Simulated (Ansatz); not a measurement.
Reactions of `CC(F)(CF)C(F)F`.

Calculated with Ansatz (gas phase, PBE0-D4/def2-TZVP geometries, no zero-point term in ΔE). CBS: MP2 limit from def2 TZ/QZ plus the TZ coupled-cluster correction, frozen cores. This one scheme is used for every species. DFT in def2-TZVPP. Each species was taken in one conformer, which may not be the lowest.

```csv
reaction,r2SCAN-D4 (kcal/mol),CCSD(T)/CBS(def2) (kcal/mol)
`CC(F)(CF)C(F)F` + H₂O → `CC(O)(F)CF` + `FCF`,2.6,4.6
`CC(F)(CF)C(F)F` + `NCF` → `FCNCF` + `CC(F)C(F)F`,3.1,3.8
`CC(F)(CF)C(F)F` + H₂O → `OC(F)F` + `CC(F)CF`,-1.6,1.3
`CC(F)(CF)C(F)F` + `O[SiH2][SiH3]` → `O[SiH2][SiH2]CF` + `CC(F)C(F)F`,1.5,1.5
`CC(F)(CF)C(F)F` + `FC(F)F` → `FCC(F)(C(F)F)C(F)(F)F` + CH₄,4.1,6.4
```

Largest T1 diagnostic: 0.012, for `O[SiH2][SiH3]`.
